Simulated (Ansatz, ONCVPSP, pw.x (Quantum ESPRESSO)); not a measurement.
## What a changed setting does to a pw.x run (sc P)

Potential: optimised norm-conserving Vanderbilt (ONCV), ONCVPSP 4.0.1.1 (patched build), PBE; core [Ne], reference 3s2 3p1.5; waves: 3s: rc 1.60 bohr, ncon 4, nbas 7, qcut 4.9 1/bohr, 2 projectors, debl 2.7 Ha; 3p: rc 1.80 bohr, ncon 4, nbas 8, qcut 5.1 1/bohr, 2 projectors, debl 3.7 Ha; d scattering state at 0.3 Ha: rc 1.90 bohr, ncon 3, nbas 7, qcut 5.3 1/bohr, 1 projector; local part: polynomial inside 1.44 bohr (lpopt 5, dvloc0 2 Ha); core correction: Teter function, fcfact 2.25, rcfact 1.6. In the d channel the program set the typed energies aside and used 0.050 Ha.

The reference run (k-mesh 13³, cutoffs 50/200 Ry, Fermi–Dirac 0.01 Ry, mixing_beta 0.4, conv_thr 1e-9, no spin) gives 0.53 GPa at 14.621 Å³/atom, where all-electron LAPW gives 0.27 GPa. This run, with its own iteration cap, changes conv_thr to 0.0001.

```
&control
  calculation='scf', prefix='x', pseudo_dir='./', outdir='./tmp', tstress=.true., disk_io='none'
/
&system
  ibrav=0, nat=1, ntyp=1, ecutwfc=50, ecutrho=200, nbnd=9,
  occupations='smearing', smearing='fd', degauss=0.01
/
&electrons
  conv_thr=0.0001, mixing_beta=0.4, electron_maxstep=50
/
ATOMIC_SPECIES
P 1.0 P.UPF
CELL_PARAMETERS angstrom
  2.44526365 0.00000000 0.00000000
  0.00000000 2.44526365 0.00000000
  0.00000000 0.00000000 2.44526365
ATOMIC_POSITIONS crystal
P 0.0000 0.0000 0.0000
K_POINTS automatic
13 13 13 0 0 0
```

```bash
pw.x < P.scf.in > P.scf.out
```

Question: How does the run end?

Answer: It converges in 4 iterations; the free energy moves by +0.1 meV/atom and the pressure by -0.85 GPa.

```
Message from routine setup:
     using ibrav=0 with symmetry is DISCOURAGED, use correct ibrav instead
     lattice parameter (alat)  =       4.6209  a.u.
     unit-cell volume          =      98.6674 (a.u.)^3
     number of electrons       =         5.00
     number of Kohn-Sham states=            9
     kinetic-energy cutoff     =      50.0000  Ry
     charge density cutoff     =     200.0000  Ry
     scf convergence threshold =      1.0E-04
     Exchange-correlation= PBE
     number of k points=    84  Fermi-Dirac smearing, width (Ry)=  0.0100
     iteration #  1     ecut=    50.00 Ry     beta= 0.40
     total energy              =     -13.88649412 Ry
     estimated scf accuracy    <       0.09835043 Ry
     iteration #  2     ecut=    50.00 Ry     beta= 0.40
     total energy              =     -13.87609300 Ry
     estimated scf accuracy    <       0.02639327 Ry
     iteration #  3     ecut=    50.00 Ry     beta= 0.40
     total energy              =     -13.87854959 Ry
     estimated scf accuracy    <       0.00011239 Ry
     iteration #  4     ecut=    50.00 Ry     beta= 0.40
     the Fermi energy is    11.0643 ev
!    total energy              =     -13.87858627 Ry
     estimated scf accuracy    <       0.00004479 Ry
     smearing contrib. (-TS)   =      -0.00128469 Ry
     The total energy is F=E-TS. E is the sum of the following terms:
     one-electron contribution =       5.33763418 Ry
     hartree contribution      =       0.42105952 Ry
     xc contribution           =      -4.28557314 Ry
     ewald contribution        =     -15.35042215 Ry
     convergence has been achieved in   4 iterations
          total   stress  (Ry/bohr**3)                   (kbar)     P=       -3.30
     Message from routine punch:
     Nothing written, as per user request (disk_io='none')
```

The run took about 3.6 s on one core of a shared host (Neoverse-V1, 32 threads, 247 GiB, load 22).
